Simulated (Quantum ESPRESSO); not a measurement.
A run of Quantum ESPRESSO 7.5:

The input pw.in:

```
&CONTROL
  calculation = 'scf'
  prefix = 'pwscf'
  outdir = './tmp'
  pseudo_dir = './pseudo'
  tprnfor = .true.
  tstress = .true.
  disk_io = 'low'
/
&SYSTEM
  ibrav = 0
  nat = 3
  ntyp = 2
  ecutwfc = 84
  nbnd = 19
  occupations = 'smearing'
  smearing = 'fd'
  degauss = 0.00367493
/
&ELECTRONS
  conv_thr = 6d-10
  electron_maxstep = 120
  mixing_beta = 0.5
/
ATOMIC_SPECIES
Ba   137.3270 Ba.upf
F     18.9984 F.upf
CELL_PARAMETERS angstrom
   0.0000000000    3.1000500000    3.1000500000
   3.1000500000    0.0000000000    3.1000500000
   3.1000500000    3.1000500000    0.0000000000
ATOMIC_POSITIONS crystal
Ba     0.0000000000    0.0000000000    0.0000000000
F      0.7500000000    0.7500000000    0.7500000000
F      0.2500000000    0.2500000000    0.2500000000
K_POINTS automatic
8 8 8 0 0 0
```

bands.in

```
&CONTROL
  calculation = 'bands'
  prefix = 'pwscf'
  outdir = './tmp'
  pseudo_dir = './pseudo'
  disk_io = 'low'
  verbosity = 'high'
/
&SYSTEM
  ibrav = 0
  nat = 3
  ntyp = 2
  ecutwfc = 84
  nbnd = 19
  occupations = 'smearing'
  smearing = 'fd'
  degauss = 0.00367493
/
&ELECTRONS
  conv_thr = 1d-08
  electron_maxstep = 120
  mixing_beta = 0.5
  diago_full_acc = .true.
/
ATOMIC_SPECIES
Ba   137.3270 Ba.upf
F     18.9984 F.upf
CELL_PARAMETERS angstrom
   0.0000000000    3.1000500000    3.1000500000
   3.1000500000    0.0000000000    3.1000500000
   3.1000500000    3.1000500000    0.0000000000
ATOMIC_POSITIONS crystal
Ba     0.0000000000    0.0000000000    0.0000000000
F      0.7500000000    0.7500000000    0.7500000000
F      0.2500000000    0.2500000000    0.2500000000
K_POINTS crystal
60
 0.0000000000  0.0000000000  0.0000000000 1
 0.0625000000  0.0000000000  0.0625000000 1
 0.1250000000  0.0000000000  0.1250000000 1
 0.1875000000  0.0000000000  0.1875000000 1
 0.2500000000  0.0000000000  0.2500000000 1
 0.3125000000  0.0000000000  0.3125000000 1
 0.3750000000  0.0000000000  0.3750000000 1
 0.4375000000  0.0000000000  0.4375000000 1
 0.5000000000  0.0000000000  0.5000000000 1
 0.5000000000  0.0625000000  0.5625000000 1
 0.5000000000  0.1250000000  0.6250000000 1
 0.5000000000  0.1875000000  0.6875000000 1
 0.5000000000  0.2500000000  0.7500000000 1
 0.4375000000  0.3125000000  0.7500000000 1
 0.3750000000  0.3750000000  0.7500000000 1
 0.3375000000  0.3375000000  0.6750000000 1
 0.3000000000  0.3000000000  0.6000000000 1
 0.2625000000  0.2625000000  0.5250000000 1
 0.2250000000  0.2250000000  0.4500000000 1
 0.1875000000  0.1875000000  0.3750000000 1
 0.1500000000  0.1500000000  0.3000000000 1
 0.1125000000  0.1125000000  0.2250000000 1
 0.0750000000  0.0750000000  0.1500000000 1
 0.0375000000  0.0375000000  0.0750000000 1
 0.0000000000  0.0000000000  0.0000000000 1
 0.0625000000  0.0625000000  0.0625000000 1
 0.1250000000  0.1250000000  0.1250000000 1
 0.1875000000  0.1875000000  0.1875000000 1
 0.2500000000  0.2500000000  0.2500000000 1
 0.3125000000  0.3125000000  0.3125000000 1
 0.3750000000  0.3750000000  0.3750000000 1
 0.4375000000  0.4375000000  0.4375000000 1
 0.5000000000  0.5000000000  0.5000000000 1
 0.5250000000  0.4500000000  0.5250000000 1
 0.5500000000  0.4000000000  0.5500000000 1
 0.5750000000  0.3500000000  0.5750000000 1
 0.6000000000  0.3000000000  0.6000000000 1
 0.6250000000  0.2500000000  0.6250000000 1
 0.5833333333  0.2500000000  0.6666666667 1
 0.5416666667  0.2500000000  0.7083333333 1
 0.5000000000  0.2500000000  0.7500000000 1
 0.5000000000  0.2857142857  0.7142857143 1
 0.5000000000  0.3214285714  0.6785714286 1
 0.5000000000  0.3571428571  0.6428571429 1
 0.5000000000  0.3928571429  0.6071428571 1
 0.5000000000  0.4285714286  0.5714285714 1
 0.5000000000  0.4642857143  0.5357142857 1
 0.5000000000  0.5000000000  0.5000000000 1
 0.4821428571  0.4821428571  0.5357142857 1
 0.4642857143  0.4642857143  0.5714285714 1
 0.4464285714  0.4464285714  0.6071428571 1
 0.4285714286  0.4285714286  0.6428571429 1
 0.4107142857  0.4107142857  0.6785714286 1
 0.3928571429  0.3928571429  0.7142857143 1
 0.3750000000  0.3750000000  0.7500000000 1
 0.6250000000  0.2500000000  0.6250000000 1
 0.5937500000  0.1875000000  0.5937500000 1
 0.5625000000  0.1250000000  0.5625000000 1
 0.5312500000  0.0625000000  0.5312500000 1
 0.5000000000  0.0000000000  0.5000000000 1
```

Potentials or basis: PseudoDojo 0.4.1 SR LDA standard.

Run with:

```console
$ OMP_NUM_THREADS=1 pw.x -in pw.in > pw.out
$ OMP_NUM_THREADS=1 pw.x -in bands.in > bands.out
```

Hardware: 1 thread of Arm Neoverse V2 (shared host).

Question: Estimate the wall time of this run.

Answer: Run time: 97 s on 1 thread of Arm Neoverse V2, with other jobs on the host, peak memory 0.13 GiB. Counts: scf iterations 10, k pools 1, bands 19, k points 29, g dense 41703.
